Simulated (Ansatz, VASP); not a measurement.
**CaO: VASP beside Ansatz**

INCAR

```
SYSTEM = CaO
PREC = Accurate
ENCUT = 520
EDIFF = 1E-6
ISMEAR = 0
SIGMA = 0.05
LREAL = .False.
LASPH = .True.
NELM = 60
ALGO = Normal
ISIF = 2
LWAVE = .False.
LCHARG = .False.
NBANDS = 15
```

KPOINTS

```
regular mesh
0
Gamma
  8 8 8
  0 0 0
```

The input POSCAR:

```
CaO
1.0
    0.0000000000      2.4490000000      2.4490000000
    2.4490000000      0.0000000000      2.4490000000
    2.4490000000      2.4490000000      0.0000000000
Ca O
1 1
Direct
   -0.0127603103      0.0127603103      0.0127603103
    0.5000000000      0.5000000000      0.5000000000
```

Input for Ansatz:

```yaml
crystal:
  lattice:
    - [0.0, 2.449, 2.449]
    - [2.449, 0.0, 2.449]
    - [2.449, 2.449, 0.0]
  atoms:
    - { symbol: Ca, position: [-0.0127603103, 0.0127603103, 0.0127603103] }
    - { symbol: O, position: [0.5, 0.5, 0.5] }
basis:
  ecutwfc: 420
kpoints:
  mp_grid: { grid: [8, 8, 8] }
hamiltonian:
  xc: lda
scf:
  occupations: { method: gaussian, width: 0.05 }
output:
  forces: true
  stress: true
  eigenvalues: true
```

Change from the starting cell: all Ca atoms moved +0.062 Å, as atom 1 along Cartesian [1 0 0].

Alike in both runs: task single point; functional LDA; k mesh 8 × 8 × 8; occupations gaussian, width 0.05 eV; no spin polarisation.

|  | VASP | Ansatz |
| --- | --- | --- |
| version | VASP 6.6.1 | Ansatz 0.2.0 |
| potentials or method | VASP PAW LDA potentials, release 64 (Ca_sv, O) | scalar-relativistic, plane waves, PAW |
| plane-wave cutoff (eV) | 520 | 420 |
| valence electrons in the cell | 16 | 16 |

```csv
,VASP,Ansatz,Ansatz less VASP
gap on the k mesh at the Fermi level (eV),3.49,3.51,+0.023
least direct gap on the mesh (eV),3.87,3.89,+0.025
pressure (GPa),-11.1,-11.7,-0.60
largest component of the traceless stress (GPa),0.30,0.28,-0.015
rms of the force components (eV/Å),0.069,0.063,-0.0051
```

Atom by atom the forces differ by 0.005 eV/Å (rms over components).

A k mesh can miss the band edges.
